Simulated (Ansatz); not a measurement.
Zincblende CaSe, relaxed with r2SCAN, was run in Ansatz under altered settings. All numbers are computed, without spin polarisation but where a row says otherwise.

```xyz
2
Lattice="0.0000 3.2796 3.2796 3.2796 0.0000 3.2796 3.2796 3.2796 0.0000" Properties=species:S:1:pos:R:3 pbc="T T T"
Ca    0.0000    0.0000    0.0000
Se    1.6398    1.6398    1.6398
```

The base run's other keys:
```yaml
kpoints:
  mp_grid: { grid: [4, 4, 4] }
hamiltonian:
  xc: hse06
scf:
  occupations: { method: fixed }
  n_extra_bands: 4
```

It takes 13 iterations with 1411 plane waves at 420 eV and 8 k points, and leaves a mean stress of +0.29 GPa. The gap over this mesh is 4.091 eV. It ran on 4 threads of Arm Neoverse V2, on a shared host.

Outcomes, with energy and stress as changes against the base:
```tsv
setting	outcome	ΔF (meV/atom)	Δ mean stress (GPa)	gap on the mesh (eV)	iterations	wall time
PBE hybrid, exx coeff 0.75, omega 0.5 1/Å	converged	–	-0.1	4.500	18	8 s
PBE hybrid, exx coeff 0.2, omega 0.2078 1/Å	converged	–	0.0	3.908	13	6.4 s
PBE hybrid, exx coeff 0.35, omega 0.1 1/Å	converged	–	-0.1	4.910	16	7.2 s
PBE hybrid, exx coeff 0.5, omega 0.2078 1/Å	converged	–	-0.2	5.039	17	7.6 s
PBE hybrid, exx coeff -0.2, omega 0.2078 1/Å	refused	–	–	–	–	0.02 s
basis.xc_grid: 3	converged	0.0	0.0	4.091	13	6.5 s
```
A dash marks a value that wasn't obtained or can't be compared. Stress is positive in compression. The base took 6.5 s.

- PBE hybrid, exx coeff 0.75, omega 0.5 1/Å. That is 75 % exact exchange, screened with ω = 0.5 1/Å, against HSE06's 25 % screened at 0.208 1/Å. The mean stress moves by -0.1 GPa and the gap on the mesh by +0.410 eV (to 4.500). Totals of different functionals aren't comparable.
- PBE hybrid, exx coeff 0.2, omega 0.2078 1/Å. That is 20 % exact exchange, screened with ω = 0.2078 1/Å, against HSE06's 25 % screened at 0.208 1/Å. The mean stress moves by 0.0 GPa and the gap on the mesh by -0.183 eV (to 3.908). Totals of different functionals aren't comparable.
- PBE hybrid, exx coeff 0.35, omega 0.1 1/Å. That is 35 % exact exchange, screened with ω = 0.1 1/Å, against HSE06's 25 % screened at 0.208 1/Å. The mean stress moves by -0.1 GPa and the gap on the mesh by +0.820 eV (to 4.910). Totals of different functionals aren't comparable. The program warns that on this mesh the truncation of the exchange isn't bounded, so part of the change can be an error of the mesh.
- PBE hybrid, exx coeff 0.5, omega 0.2078 1/Å. That is 50 % exact exchange, screened with ω = 0.2078 1/Å, against HSE06's 25 % screened at 0.208 1/Å. The mean stress moves by -0.2 GPa and the gap on the mesh by +0.948 eV (to 5.039). Totals of different functionals aren't comparable.
- PBE hybrid, exx coeff -0.2, omega 0.2078 1/Å. The program doesn't start. Error: invalid value for `hamiltonian.xc.exx.coeff`: must be finite and in (0, 1]; got -0.2

Within 1 meV an atom, 0.1 GPa and 0.005 eV of the base stay: basis.xc_grid: 3.

The runs are scalar-relativistic, without spin-orbit coupling.

The stress of a hybrid is loosely converged in these runs.

The meshes of the hybrids are coarse, so their gaps aren't converged to the digits shown.
